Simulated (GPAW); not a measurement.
Set up this calculation in GPAW 26.7.0, as an ASE script.

```yaml
Task: equation of state
Functional: vdW-DF-cx
Potentials_or_basis: GPAW PAW data sets (gpaw-data 1.2.1)
Cutoff: 800 eV
Basis: pw
k_mesh: 7 × 7 × 4
Occupations: fermi-dirac, width 0.05 eV
Spin: no spin polarisation
Maxiter: 150
Eos_scales: "[0.94, 0.96, 0.98, 1.0, 1.02, 1.04, 1.06]"
```

The structure of AlN lies in AlN.cif:

```cif
data_AlN
_cell_length_a 3.11300000
_cell_length_b 3.11300000
_cell_length_c 4.98100000
_cell_angle_alpha 90.00000000
_cell_angle_beta 90.00000000
_cell_angle_gamma 120.00000000
_space_group_name_H-M_alt 'P1'
_space_group_name_Hall 'P 1'
_space_group_IT_number 1
loop_
_space_group_symop_operation_xyz
'x,y,z'
loop_
_atom_site_label
_atom_site_type_symbol
_atom_site_symmetry_multiplicity
_atom_site_Wyckoff_symbol
_atom_site_fract_x
_atom_site_fract_y
_atom_site_fract_z
_atom_site_occupancy
Al1 Al 1 a 0.6666666667 0.3333333333 0.5000000000 1
Al2 Al 1 a 0.3333333333 0.6666666667 0.0000000000 1
N1 N 1 a 0.6666666667 0.3333333333 0.8800000000 1
N2 N 1 a 0.3333333333 0.6666666667 0.3800000000 1
```

One way to write it, as run:

run.py

```python
from ase.eos import EquationOfState
from ase.io import Trajectory, read
from ase.units import GPa
from gpaw import GPAW, PW

atoms = read('AlN.cif')

traj = Trajectory('eos.traj', 'w')
volumes, energies = [], []
for x in [0.94, 0.96, 0.98, 1.0, 1.02, 1.04, 1.06]:
    a = atoms.copy()
    a.set_cell(atoms.cell * x**(1 / 3), scale_atoms=True)
    calc = GPAW(mode=PW(800),
                xc={'name': 'vdW-DF-cx', 'backend': 'libvdwxc'},
                kpts={'size': (7, 7, 4), 'gamma': True},
                occupations={'name': 'fermi-dirac', 'width': 0.05},
                nbands=18,
                convergence={'density': 1e-05, 'energy': 1e-05},
                maxiter=150,
                txt=f'eos-{x:.2f}.txt')
    a.calc = calc
    energies.append(a.get_potential_energy(force_consistent=True))
    volumes.append(a.get_volume())
    calc.write(f'eos-{x:.2f}.gpw')
    traj.write(a)
    print(f'{x:.2f} {volumes[-1]:10.4f} A^3 {energies[-1]:14.6f} eV', flush=True)

v0, e0, B = EquationOfState(volumes, energies, eos='birchmurnaghan').fit()
print(f'V0 = {v0:.4f} A^3, E0 = {e0:.6f} eV, B0 = {B / GPa:.2f} GPa')
```

Potentials or basis: GPAW PAW data sets (gpaw-data 1.2.1), pw.

Run with:

```console
$ OMP_NUM_THREADS=1 python run.py
```

Results of the run:

| Property | Result |
| --- | --- |
| Equilibrium volume | 10.68 Å³/atom |
| Bulk modulus at fixed shape and positions | 197 GPa |
| Pressure derivative of the bulk modulus | 4.3 |

Caveat: the cell was scaled at fixed shape and fractional positions, which overstates the stiffness of a crystal with free parameters, most of all of layers and chains; the PAW data sets were made with another functional, which shifts forces and pressure a little.

It took 64 s on 1 thread of AMD EPYC 9R45 96-Core Processor (Zen 5) (shared host), peak memory 0.33 GiB.
